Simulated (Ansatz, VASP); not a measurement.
**One calculation of SiC (Moissanite 3C), two programs**

```xyz
2
Lattice="0.0000 2.1790 2.1790 2.1790 0.0000 2.1790 2.1790 2.1790 0.0000" Properties=species:S:1:pos:R:3 pbc="T T T"
Si    0.0000    0.0000    0.0000
C     3.2685    3.2685    3.2685
```

Alike in both runs: task single point; functional PBE; k mesh 10 × 10 × 10; occupations gaussian, width 0.011 eV; no spin polarisation.

```csv
,VASP,Ansatz
version,VASP 6.6.1,Ansatz 0.2.0
potentials or method,"VASP PAW PBE potentials, release 64 (Si, C)",Ansatz PAW
plane-wave cutoff (eV),520,420
valence electrons in the cell,8,8
```

|  | VASP | Ansatz | Ansatz less VASP |
| --- | --- | --- | --- |
| gap on the k mesh at the Fermi level (eV) | 1.36 | 1.36 | +0.003 |
| least direct gap on the mesh (eV) | 4.54 | 4.55 | +0.004 |
| pressure (GPa) | 3.2 | 3.3 | +0.06 |

A k mesh can miss the band edges. Expect the measured gap to be larger: semilocal functionals such as PBE lack the derivative discontinuity.
